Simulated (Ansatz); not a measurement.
Computed with DFT PBE, scalar-relativistic, plane waves, PAW in Ansatz. All cells share a 420 eV cutoff and Γ-centred k meshes spaced at most about 0.3 Å⁻¹ (about 0.25 or finer for metals, 2π included). No spin polarisation.

Each guess is relaxed in cell and atoms at zero pressure, on a coarse mesh first where it starts far from rest and then on a converged one. The steps can't lower the symmetry of the start, but it can rise. Energies are static (0 K, no zero-point motion).

Two unrelaxed guesses for C3N:

Guess 1.

```cif
data_structure
_symmetry_space_group_name_H-M 'P4/mmm'
_symmetry_Int_Tables_number 123
_cell_length_a 2.8862
_cell_length_b 2.8862
_cell_length_c 7.5064
_cell_angle_alpha 90.000
_cell_angle_beta 90.000
_cell_angle_gamma 90.000
_cell_volume 62.53
loop_
_atom_site_label
_atom_site_type_symbol
_atom_site_symmetry_multiplicity
_atom_site_Wyckoff_symbol
_atom_site_fract_x
_atom_site_fract_y
_atom_site_fract_z
_atom_site_occupancy
C1 C 2 h 0.50000 0.50000 0.76481 1
C2 C 1 b 0.00000 0.00000 0.50000 1
N1 N 1 a 0.00000 0.00000 0.00000 1
```

Guess 2.

```cif
data_structure
_symmetry_space_group_name_H-M 'P6_3/mcm'
_symmetry_Int_Tables_number 193
_cell_length_a 5.1495
_cell_length_b 5.1495
_cell_length_c 4.6110
_cell_angle_alpha 90.000
_cell_angle_beta 90.000
_cell_angle_gamma 120.000
_cell_volume 105.89
loop_
_atom_site_label
_atom_site_type_symbol
_atom_site_symmetry_multiplicity
_atom_site_Wyckoff_symbol
_atom_site_fract_x
_atom_site_fract_y
_atom_site_fract_z
_atom_site_occupancy
C1 C 6 g 0.68227 0.00000 0.75000 1
N1 N 2 b 0.00000 0.00000 0.50000 1
```

Task: Do they relax into the same structure? If not, which is lower?

Result: No. Guess 2 ends lower, by 0.37 eV/atom. Guess 1: P4/mmm at 15.6 Å³/atom → P4/mmm at 8.2 Å³/atom; Guess 2: P6_3/mcm at 13.2 Å³/atom → P6_3/mcm at 9.5 Å³/atom. Counting C atoms around N (those within 1.25 times the shortest such distance or 1.15 times the sum of covalent radii, 1.27 where that leaves under three; the shortest distance is added where it exceeds 1.18 times the sum of covalent radii), the end of guess 1 has N 10 from 2.1 Å and the end of guess 2 has N 6 from 1.8 Å. The end of guess 1 holds C–C pairs (shortest 1.38 Å); the end of guess 2 holds C–C units of three or more atoms (shortest 1.54 Å). End of guess 1. Conventional cell: a = 2.754 Å, c = 4.341 Å. C on a site of symmetry 4mm has 1 C at 1.38 Å, 4 N at 2.07 Å and 4 C at 2.45 Å; around C on a site of symmetry 4/mmm lie 2 N at 2.17 Å, 8 C at 2.45 Å and 4 C at 2.75 Å (long against the sum of covalent radii); N is surrounded by 10 C at 2.07–2.17 Å (long against the sum of covalent radii). End of guess 2. Conventional cell: a = 3.710 Å, c = 6.391 Å. Around C lie 2 C at 1.54 Å and 2 N at 1.83 Å; N has 6 C at 1.83 Å.

Cells without such a test can be saddle points. Shaken at random and relaxed again, the end of guess 1 falls into a cell with space group P1 (No. 1), 2.92 eV/atom lower and the lowest form computed, so it is a saddle point or a shallow minimum. Even the lowest of the cells shown lies +3.64 eV/atom against the elements. No dispersion correction is applied, so the spacing and binding between layers, chains or molecules are poorly described (P6_3/mcm, P4/mmm), and this can change margins and order among such cells. In P4/mmm an odd number of electrons in the primitive cell allows no gap without spin; a larger cell or a magnetic state could open one. Some candidate types were left out of the draw beforehand, so a known form may be missing.
